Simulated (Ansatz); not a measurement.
## Rigid cleavage in AlN

Level of theory: DFT PBE, scalar-relativistic, plane waves, PAW (Ansatz). The runs took a 420 eV cutoff, a Γ-centred 8×8×3 mesh and Gaussian smearing (0.05 eV). No spin polarisation. Energies are free energies at this smearing, counted from the undisturbed cell; pressure is positive in compression.

Zero of the scan (as given, not relaxed at this level; it stands at 4.0 GPa):

```xyz
8
Lattice="-3.1110 0.0000 0.0000 -1.5555 -2.6942 0.0000 0.0000 0.0000 9.9560" Properties=species:S:1:pos:R:3 pbc="T T T"
Al   -1.5555   -0.8981    8.9977
Al   -1.5555   -0.8981    4.0197
Al   -3.1110   -1.7961    1.5307
Al   -3.1110   -1.7961    6.5087
N    -1.5555   -0.8981    0.9583
N    -1.5555   -0.8981    5.9363
N    -3.1110   -1.7961    3.4473
N    -3.1110   -1.7961    8.4253
```

The cut lies on the cell's a–b face, a (0 0 1) plane (indices in the standard cell, whose axes needn't be the Cartesian ones shown) of area 8.38 Å², between layers 1.92 Å apart. Vector c is lengthened by d along the normal with the atoms' Cartesian places fixed: one unrelaxed cut a cell.

```tsv
d (Å)	energy (J/m²)	traction dE/dd (GPa)	gap on the mesh (eV)
-0.30	1.89	?	?
-0.15	0.38	?	?
0.00	0.00	-2.0	4.15
0.25	0.49	34.0	3.80
0.50	1.48	42.9	2.87
0.75	2.56	42.0	1.94
1.00	3.56	?	?
1.50	5.17	26.5	0.00
2.00	6.22	15.3	0.00
3.00	6.99	2.7	0.00
4.50	7.15	0.5	0.00
6.00	7.20	0.2	0.00
```

Where the gap reads zero the k-mesh, chosen for the insulator, is on the coarse side.

**Question.** Give the withheld values.

**Answer.** traction dE/dd (GPa) at d (Å) = -0.30: -157.8; gap on the mesh (eV) at d (Å) = -0.30: 4.35; traction dE/dd (GPa) at d (Å) = -0.15: -54.9; gap on the mesh (eV) at d (Å) = -0.15: 4.26; traction dE/dd (GPa) at d (Å) = 1.00: 37.7; gap on the mesh (eV) at d (Å) = 1.00: 1.11.